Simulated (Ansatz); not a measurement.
Ba in Ansatz: convergence with smearing width

Input of the first run (smearing width 0.3 eV); the others differ in this setting and in those tied to it:

File input.yaml:

```yaml
crystal:
  lattice:
    - [-2.47176, 2.477647, 2.448514]
    - [2.565311, -2.52802, 2.592438]
    - [2.450657, 2.506917, -2.498887]
  atoms:
    - { symbol: Ba, position: [-0.001075, 0.004745, -0.011468] }
hamiltonian:
  xc: r2scan
  pseudopotentials: { kind: paw }
kpoints:
  mp_grid: { grid: [6, 5, 6] }
scf:
  occupations: { method: fermi_dirac, width: 0.3 }
output:
  forces: true
  stress: true
  eigenvalues: true
```

Potentials or basis: Ansatz PAW.

Run with:

```console
$ ansatz run input.yaml --threads 2 --pin off --max-ram 5632MiB --backend cpu --events-out ev --progress --plain --runs-dir out
```

The cell isn't the ideal one: cell strained at random at fixed volume.

Hardware: 2 threads of Intel(R) Xeon(R) Processor @ 2.50GHz (Skylake/Cascade Lake), on a shared host.

Question: The values tried are 0.3 eV, 0.2 eV, 0.15 eV, 0.1 eV, 0.05 eV, 0.025 eV, 0.01 eV, 0.005 eV, loosest first. From which on does the pressure stay within 0.1 GPa of the tightest run that finished?

Answer: From 0.2 eV on.

```
smearing width  energy less the tightest run, at zero smearing (meV/atom)  pressure (GPa)  SCF cycles  CPU time (s)  peak memory (GiB)
        0.3 eV                                                      17.11            0.62           7            23               0.55
        0.2 eV                                                       9.12            0.44           7            24               0.56
       0.15 eV                                                       3.20            0.36           6            21               0.55
        0.1 eV                                                       0.09            0.31           6            20               0.55
       0.05 eV                                                      -0.04            0.30           6            20               0.55
      0.025 eV                                                      -0.04            0.30           6            21               0.55
       0.01 eV                                                      -0.02            0.33           6            21               0.55
      0.005 eV                                                       0.00            0.35           6            20               0.55
```

Against the tightest run, the energy stays within 1 meV/atom from 0.1 eV on. Narrower smearing needs a denser k mesh, so at a fixed mesh the narrowest width isn't the most accurate. The tightest run that finished is the yardstick and may itself not be fully converged.

Caveat, for the tightest run too: the PAW data sets come from PBE, with cores solved anew for the run's functional, which leaves a small shift of forces and pressure. The run has no spin-orbit coupling, so splittings on Ba are missing.
